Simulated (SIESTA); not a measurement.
Runs of SIESTA 5.4.2 on Ti. Symmetry: Fm-3m, No. 225, cubic system. Conventional cell: a = 4.060 Å, b = 4.060 Å, c = 4.060 Å, α = 90.00°, β = 90.00°, γ = 90.00°. Around Ti (site symmetry m-3m) lie 12 Ti at 2.87 Å. This isn't the form of Ti at room conditions, which is hcp.

```csv
level,potentials or basis,cell,k mesh,force tolerance,optimiser,gap on the mesh (eV),pressure (GPa),relaxed volume (Å³/atom)
PBE,"Ansatz (PBE files), DZP (energy shift 0.003 Ry; two zetas on semicore shells)",relaxed,11 × 11 × 11,0.01 eV/Å,-,none,0.0,17.47
PBEsol,"PseudoDojo 0.4 standard (PBEsol files), DZP (energy shift 0.003 Ry; two zetas on semicore shells)",relaxed to 20 GPa,8 × 8 × 8,0.02 eV/Å,Broyden,none,20.1,-
PBEsol,"PseudoDojo 0.4 standard (PBEsol files), DZP (energy shift 0.003 Ry; two zetas on semicore shells)",relaxed,8 × 8 × 8,0.02 eV/Å,Broyden,none,-0.1,(a)
PBE,"PseudoDojo 0.4 standard (PBE files), DZP (energy shift 0.003 Ry; two zetas on semicore shells)",relaxed,11 × 11 × 11,0.01 eV/Å,-,none,0.1,17.39
PBE,"SPMS 1.0 (PBE files) or PseudoDojo by element, DZP (energy shift 0.003 Ry; two zetas on semicore shells)",relaxed,11 × 11 × 11,0.01 eV/Å,-,none,0.0,17.37
PBEsol,"PseudoDojo 0.4 standard (PBEsol files), DZP (energy shift 0.003 Ry; two zetas on semicore shells)",relaxed to 10 GPa,8 × 8 × 8,0.02 eV/Å,Broyden,none,10.0,-
PBE,"PseudoDojo 0.4 stringent (PBE files), DZP (energy shift 0.003 Ry; two zetas on semicore shells)",relaxed,11 × 11 × 11,0.01 eV/Å,-,none,0.1,17.39
PBE,"SG15 1.2 (PBE files) or PseudoDojo by element, DZP (energy shift 0.003 Ry; two zetas on semicore shells)",relaxed,11 × 11 × 11,0.01 eV/Å,-,none,0.0,17.38
```

Alike in all rows: task relaxation of cell and atoms; no spin polarisation; smearing fermi-dirac 0.05 eV; grid cutoff 800 Ry; energy shift 0.003 Ry.

Q: Fill in the values left out.

A: (a) 16.77.

Caveats: the basis of atomic orbitals isn't converged, which shifts pressures, moduli and gaps.

A gap of «none» marks a metal or a gap under the smearing width.
